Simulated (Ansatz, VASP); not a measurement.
# Cross-check of As between VASP and Ansatz

Aim: how closely do two programs agree when they are given the same cell, functional and k mesh? The cell is taken from a series of runs on this material, whose earlier steps may have relaxed, scaled, displaced or heated it; both programs get it as it stands.

Program: Ansatz 0.2.0. Level of theory: plane waves, with VASP 6.6.1 beside it; G0W0 gap at PBE. Results are calculated unless marked as measured.

### Step 1. Starting point

The cell holds 4 atoms: 4 As. Its edges and angles: a = 4.588 Å, b = 3.734 Å, c = 28.000 Å, α = 90.0°, β = 90.0°, γ = 90.0°. Vacuum lies along c.

As a file:

```xyz
4
Lattice="4.5883 0.0000 0.0000 0.0000 3.7340 0.0000 0.0000 0.0000 28.0000" Properties=species:S:1:pos:R:3
As    0.3015    0.0000   15.2025
As    1.9926    1.8670   15.2025
As    2.5956    1.8670   12.7975
As    4.2868    0.0000   12.7975
```

### Step 2. VASP: G0W0 gap, PBE

Quasiparticle shifts depend on high empty states and on the cores, so they are the hardest test of two PAW sets.

Lines of VASP's logs that name or quote its potential files are left out, and so is its time.

The run reads the wave functions of an earlier VASP run, which isn't shown here.

The input, INCAR:

```
SYSTEM = As
PREC = Accurate
ENCUT = 300
ISMEAR = 0
SIGMA = 0.01
LREAL = .FALSE.
GGA = PE
NBANDS = 520
ALGO = EVGW0
NELMGW = 1
ENCUTGW = 60
NOMEGA = 64
PRECFOCK = Fast
NBANDSGW = 24
LWAVE = .FALSE.
LCHARG = .FALSE.
```

The input, POSCAR:

```
As
1.0
    4.5882672083      0.0000000000      0.0000000000
    0.0000000000      3.7340351249      0.0000000000
    0.0000000000      0.0000000000     28.0000000000
As
4
Direct
    0.0657086916      0.0000000000      0.5429450605
    0.4342913084      0.5000000000      0.5429450605
    0.5657086916      0.5000000000      0.4570549395
    0.9342913084      0.0000000000      0.4570549395
```

The input, KPOINTS:

```
Automatic mesh
0
Gamma
4 4 1
0 0 0
```

The projector-augmented-wave data sets are As_GW (PBE family, release 64).

Run with:

```
$ mpirun -np 8 vasp_std
```

Numbers of over 12 decimals in the logs are rounded to 6 here.

What it wrote:

```text
[banner, memory and clock lines left out]
running    8 mpi-ranks, on    1 nodes
 distrk:  each k-point on    8 cores,    1 groups
 distr:  one band on    1 cores,    8 groups

 POSCAR found type information on POSCAR As
 POSCAR found :  1 types and       4 ions
|                                                                             |
|           W    W    AA    RRRRR   N    N  II  N    N   GGGG   !!!           |
|           W    W   A  A   R    R  NN   N  II  NN   N  G    G  !!!           |
|           W    W  A    A  R    R  N N  N  II  N N  N  G       !!!           |
|           W WW W  AAAAAA  RRRRR   N  N N  II  N  N N  G  GGG   !            |
|           WW  WW  A    A  R   R   N   NN  II  N   NN  G    G                |
|           W    W  A    A  R    R  N    N  II  N    N   GGGG   !!!           |
|                                                                             |
|     For optimal performance we recommend to set                             |
|       NCORE = 2 up to number-of-cores-per-socket                            |
|     NCORE specifies how many cores store one orbital (NPAR=cpu/NCORE).      |
|     This setting can greatly improve the performance of VASP for DFT.       |
|     The default, NCORE=1 might be grossly inefficient on modern             |
|     multi-core architectures or massively parallel machines. Do your        |
|     Unfortunately you need to use the default for GW and RPA                |
|     calculations (for HF NCORE is supported but not extensively tested      |
|     yet).                                                                   |
|                                                                             |

|                                                                             |
|           W    W    AA    RRRRR   N    N  II  N    N   GGGG   !!!           |
|           W    W   A  A   R    R  NN   N  II  NN   N  G    G  !!!           |
|           W    W  A    A  R    R  N N  N  II  N N  N  G       !!!           |
|           W WW W  AAAAAA  RRRRR   N  N N  II  N  N N  G  GGG   !            |
|           WW  WW  A    A  R   R   N   NN  II  N   NN  G    G                |
|           W    W  A    A  R    R  N    N  II  N    N   GGGG   !!!           |
|                                                                             |
|     The default for ENCUTGWSOFT is different in this version of VASP.       |
|     please manually set ENCUTGWSOFT =60 in the INCAR file.                  |
|                                                                             |

 LDA part: xc-table for (Slater+PW92), standard interpolation
 found WAVECAR, reading the header
 POSCAR, INCAR and KPOINTS ok, starting setup
 FFT: planning ... GRIDC
 FFT: planning ... GRID_SOFT
 FFT: planning ... GRID
 reading WAVECAR
 the WAVECAR file was read successfully
 initial charge from wavefunction
 available memory per node:     35.84 GB, setting MAXMEM to     36699

 The Fermi energy was updated, please check that it is located mid-gap
 values below the HOMO (VB) or above the LUMO (CB) will cause erroneous energies
 E-fermi :  -2.5008

 calculate exact exchange contribution
 the WAVEDER file was read successfully
energies w=
    0.000    0.000    0.356    0.000    0.712    0.000    1.066    0.000
    1.418    0.000    1.767    0.000    2.113    0.000    2.454    0.000
    2.792    0.000    3.125    0.000    3.454    0.000    3.778    0.000
    4.098    0.000    4.414    0.000    4.726    0.000    5.034    0.000
    5.339    0.000    5.641    0.000    5.940    0.000    6.238    0.000
    6.534    0.000    6.830    0.000    7.125    0.000    7.421    0.000
    7.718    0.000    8.017    0.000    8.319    0.000    8.624    0.000
    8.933    0.000    9.248    0.000    9.568    0.000    9.897    0.000
   10.233    0.000   10.579    0.000   10.937    0.000   11.307    0.000
   11.692    0.000   12.094    0.000   12.514    0.000   12.956    0.000
   13.422    0.000   13.917    0.000   14.442    0.000   15.005    0.000
   15.609    0.000   16.261    0.000   16.969    0.000   17.742    0.000
   18.592    0.000   19.532    0.000   20.580    0.000   21.756    0.000
   23.088    0.000   24.612    0.000   26.373    0.000   28.434    0.000
   30.880    0.000   33.830    0.000   37.458    0.000   42.025    0.000
   47.948    0.000   55.925    0.000   67.235    0.000   84.483    0.000
 responsefunction array rank=     528
 LDA part: xc-table for (Slater+PW92), standard interpolation

 min. memory requirement per mpi rank    505.0 MB, per node   4039.7 MB

 allocating   8 responsefunctions rank=   528
 shmem allocating  64 responsefunctions rank=   528
 response function shared by NCSHMEM nodes    1
 Doing            8  frequencies on each core in blocks of           64
NQ=   1    0.0000    0.0000    0.0000,
|.........|.........|.........|.........|.........|.........|.........|.........
 performed        387000 updates of chi_q(r,r)
 total number of BLAS operations        822.92 Gflops
NQ=   2    0.2500    0.0000    0.0000,
|.........|.........|.........|.........|.........|.........|.........|.........
 performed        899000 updates of chi_q(r,r)
 total number of BLAS operations       1931.86 Gflops
NQ=   3    0.5000    0.0000    0.0000,
|.........|.........|.........|.........|.........|.........|.........|.........
 performed       1286000 updates of chi_q(r,r)
 total number of BLAS operations       2777.30 Gflops
NQ=   4    0.0000    0.2500    0.0000,
|.........|.........|.........|.........|.........|.........|.........|.........
 performed       1798000 updates of chi_q(r,r)
 total number of BLAS operations       3741.99 Gflops
NQ=   5    0.2500    0.2500    0.0000,
|.........|.........|.........|.........|.........|.........|.........|.........
 performed       2360000 updates of chi_q(r,r)
 total number of BLAS operations       4885.18 Gflops
NQ=   6    0.5000    0.2500    0.0000,
|.........|.........|.........|.........|.........|.........|.........|.........
 performed       2872000 updates of chi_q(r,r)
 total number of BLAS operations       5968.68 Gflops
NQ=   7    0.0000    0.5000    0.0000,
|.........|.........|.........|.........|.........|.........|.........|.........
 performed       3259000 updates of chi_q(r,r)
 total number of BLAS operations       6769.38 Gflops
NQ=   8    0.2500    0.5000    0.0000,
|.........|.........|.........|.........|.........|.........|.........|.........
 performed       3771000 updates of chi_q(r,r)
 total number of BLAS operations       7778.32 Gflops
NQ=   9    0.5000    0.5000    0.0000,
|.........|.........|.........|.........|.........|.........|.........|.........
 performed       4158000 updates of chi_q(r,r)
 total number of BLAS operations       8604.44 Gflops
 resolving degeneracies of screened two electron integrals

 calculate QP shifts <psi_nk| G(iteration)W_0 |psi_nk>: iteration 1
 entering main loop
```

OUTCAR, selected parts (step 2):

```text
ion  position               nearest neighbor table
   1  0.066  0.000  0.543-   4 2.48   2 2.52   2 2.52
   2  0.434  0.500  0.543-   3 2.48   1 2.52   1 2.52
   3  0.566  0.500  0.457-   2 2.48   4 2.52   4 2.52
   4  0.934  0.000  0.457-   1 2.48   3 2.52   3 2.52

  LATTYP: Found a simple orthorhombic cell.
 ALAT       =     3.7340351249
 B/A-ratio  =     1.2287691612
 C/A-ratio  =     7.4985904158

 Subroutine GETGRP returns: Found  8 space group operations
 (whereof  4 operations were pure point group operations)

The static configuration has the point symmetry C_2h.
 The point group associated with its full space group is D_2h.

 Found      9 irreducible k-points:

   k-points           NKPTS =      9   k-points in BZ     NKDIM =     16   number of bands    NBANDS=    520

   dimension x,y,z NGX =    28 NGY =   24 NGZ =  160
   dimension x,y,z NGXF=    56 NGYF=   48 NGZF=  320

   ENCUT  =  300.0 eV  22.05 Ry    4.70 a.u.   6.48  5.27 39.54*2*pi/ulx,y,z

   NELECT =      20.0000    total number of electrons

  energy-cutoff  :      300.00
  volume of cell :      479.72
      direct lattice vectors                 reciprocal lattice vectors
     4.588267208  0.000000000  0.000000000     0.217947202  0.000000000  0.000000000
     0.000000000  3.734035125  0.000000000     0.000000000  0.267806801  0.000000000
     0.000000000  0.000000000 28.000000000     0.000000000  0.000000000  0.035714286

 k-points in reciprocal lattice and weights: Automatic mesh
   0.00000000  0.00000000  0.00000000       0.062
   0.25000000  0.00000000  0.00000000       0.125
   0.50000000  0.00000000  0.00000000       0.062
   0.00000000  0.25000000  0.00000000       0.125
   0.25000000  0.25000000  0.00000000       0.250
   0.50000000  0.25000000  0.00000000       0.125
   0.00000000  0.50000000  0.00000000       0.062
   0.25000000  0.50000000  0.00000000       0.125
   0.50000000  0.50000000  0.00000000       0.062

 E-fermi :  -2.5008

 QP shifts <psi_nk| G(iteration)W_0 |psi_nk>: iteration 1
 for sc-GW calculations column KS-energies equals QP-energies in previous step
 and V_xc(KS)=  KS-energies - (<T + V_ion + V_H > + <T+V_H+V_ion>^1  + <V_x>^1)
 k-point   1 :       0.0000    0.0000    0.0000
  band No.  KS-energies  QP-energies   sigma(KS)   V_xc(KS)     V^pw_x(r,r')   Z            occupation Imag(sigma)
    ...
      7      -5.7722      -6.2671     -11.7346     -11.0503     -13.5900       0.7232       2.0000       0.0632
      8      -4.4689      -5.0059     -10.8277     -10.0858     -12.2147       0.7238       2.0000       0.0507
      9      -4.1400      -4.5831     -11.9494     -11.3579     -13.1353       0.7490       2.0000       0.0278
     10      -2.9190      -3.3450     -11.7155     -11.1519     -12.6252       0.7559       2.0000       0.0194
     11      -2.0827      -1.5455      -8.0079      -8.7045      -5.3732       0.7712       0.0000      -0.0512
     12      -0.8380      -0.2982      -8.8101      -9.5166      -5.4407       0.7640       0.0000      -0.0715
     13      -0.3615       0.3820      -9.7249     -10.7326      -6.3181       0.7378       0.0000      -0.0878
     14       0.3729       1.1591     -10.0182     -11.1079      -6.4710       0.7215       0.0000      -0.0947
    ...

 k-point   2 :       0.2500    0.0000    0.0000
  band No.  KS-energies  QP-energies   sigma(KS)   V_xc(KS)     V^pw_x(r,r')   Z            occupation Imag(sigma)
    ...
      7      -5.4592      -5.9431     -11.7803     -11.1111     -13.4780       0.7231       2.0000       0.0541
      8      -4.1846      -4.6322     -12.0065     -11.4089     -13.2013       0.7490       2.0000       0.0277
      9      -4.0530      -4.5278     -11.2273     -10.5855     -12.4133       0.7397       2.0000       0.0353
     10      -3.3537      -3.7510     -11.2529     -10.7278     -11.8293       0.7564       2.0000       0.0134
     11      -1.4059      -0.6766      -9.7204     -10.6766      -7.0651       0.7626       0.0000      -0.0528
     12      -1.3296      -0.7993      -8.1100      -8.8036      -5.3367       0.7646       0.0000      -0.0592
     13      -0.5283       0.0935      -9.1843     -10.0129      -5.9114       0.7504       0.0000      -0.0769
     14      -0.2284       0.5193      -9.6792     -10.6885      -6.4738       0.7408       0.0000      -0.0756
    ...

 k-point   3 :       0.5000    0.0000    0.0000
  band No.  KS-energies  QP-energies   sigma(KS)   V_xc(KS)     V^pw_x(r,r')   Z            occupation Imag(sigma)
    ...
      7      -4.7054      -5.1744     -11.9301     -11.2978     -13.2895       0.7418       2.0000       0.0350
      8      -4.7054      -5.1744     -11.9301     -11.2978     -13.2895       0.7418       2.0000       0.0350
      9      -3.5460      -3.9065     -11.2319     -10.7580     -11.5181       0.7606       2.0000       0.0084
     10      -3.5460      -3.9065     -11.2319     -10.7580     -11.5181       0.7606       2.0000       0.0084
     11      -1.4219      -0.7150      -9.8753     -10.8028      -7.5585       0.7621       0.0000      -0.0493
     12      -1.4219      -0.7150      -9.8753     -10.8028      -7.5585       0.7621       0.0000      -0.0493
     13      -0.1490       0.5708      -9.6048     -10.5781      -6.4496       0.7396       0.0000      -0.0738
     14      -0.1490       0.5708      -9.6048     -10.5781      -6.4496       0.7396       0.0000      -0.0738
    ...

 k-point   4 :       0.0000    0.2500    0.0000
  band No.  KS-energies  QP-energies   sigma(KS)   V_xc(KS)     V^pw_x(r,r')   Z            occupation Imag(sigma)
    ...
      7      -6.0737      -6.6082     -10.8943     -10.1520     -12.9442       0.7201       2.0000       0.1399
      8      -4.9272      -5.4017     -11.6001     -10.9589     -12.9198       0.7401       2.0000       0.0354
      9      -4.2345      -4.7593     -11.1553     -10.4425     -12.4396       0.7361       2.0000       0.0339
     10      -3.4787      -3.9409     -11.5886     -10.9695     -12.6792       0.7465       2.0000       0.0242
     11      -1.5742      -0.9252      -9.1068      -9.9550      -6.2807       0.7652       0.0000      -0.0541
     12      -1.5373      -0.9626      -8.1084      -8.8597      -5.2837       0.7649       0.0000      -0.0563
     13      -0.2363       0.4497      -9.2745     -10.1905      -5.9450       0.7489       0.0000      -0.0728
     14       0.3341       1.0461      -9.5303     -10.4999      -6.0745       0.7344       0.0000      -0.1016
    ...

[... 4 further parts left out ...]
```

(Continued in part 2 of 2.)

[Lines on the potential files, build, host, timing and source positions are cut from VASP's logs without a mark.]

[Logs are printed without paths, hosts, clocks, repeated set-up lines and the standing remarks that a program may print on its own settings, such as how far it seeks lower states.]

[Hosts, paths, dates, database ids (printed as entryN), source tags and the programs' standing remarks are cut or masked in the printed files.]
